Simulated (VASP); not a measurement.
Crystal: Zr.

```
Zr
1.0
    -1.79085    1.79085    1.79085
     1.79085   -1.79085    1.79085
     1.79085    1.79085   -1.79085
Zr
1
Direct
  0.00000 0.00000 0.00000
```

This isn't the form of Zr at room conditions, which is hcp.

| Property | Result |
| --- | --- |
| Program | VASP 6.6.1 |
| Task | relaxation of cell and atoms |
| Functional | PBEsol |
| Potentials or basis | VASP PAW PBE potentials, release 64 (Zr_sv) |
| Cutoff | 600 eV |
| k mesh | 6 × 6 × 6 |
| Occupations | gaussian, width 0.1 eV |
| Spin | no spin polarisation |

At the start: pressure -5.2 GPa; volume 22.97 Å³/atom.

**Question.** Where does the relaxation end?

**Answer.** Over 6 steps the energy falls by 21.6 meV/atom and the volume is 21.70 Å³/atom (-5.5 %); space group Im-3m (No. 229, to 0.05 Å).

The path:
| step | energy change (eV) | largest force (eV/Å) | pressure (GPa) | volume (Å³) |
| --- | --- | --- | --- | --- |
| 1 | 0.0000 | 0.0000 | -5.19 | 22.97 |
| 2 | -0.0020 | 0.0000 | 5.85 | 20.59 |
| 3 | -0.0216 | 0.0000 | -0.04 | 21.71 |
| 4 | -0.0216 | 0.0000 | 0.08 | 21.69 |
| 5 | -0.0216 | 0.0000 | -0.06 | 21.72 |
| 6 | -0.0216 | 0.0000 | 0.00 | 21.70 |

Final structure:
```cif
data_structure
_symmetry_space_group_name_H-M 'P 1'
_symmetry_Int_Tables_number 1
_cell_length_a 3.0436
_cell_length_b 3.0436
_cell_length_c 3.0436
_cell_angle_alpha 109.471
_cell_angle_beta 109.471
_cell_angle_gamma 109.471
_cell_volume 21.70
loop_
_atom_site_label
_atom_site_type_symbol
_atom_site_fract_x
_atom_site_fract_y
_atom_site_fract_z
_atom_site_occupancy
Zr1 Zr 0.00000 0.00000 0.00000 1
```

Caveat: the k mesh is coarse (spacing up to 0.41 Å⁻¹), so the values aren't converged; the PAW data sets were made with another functional, which shifts forces and pressure a little.
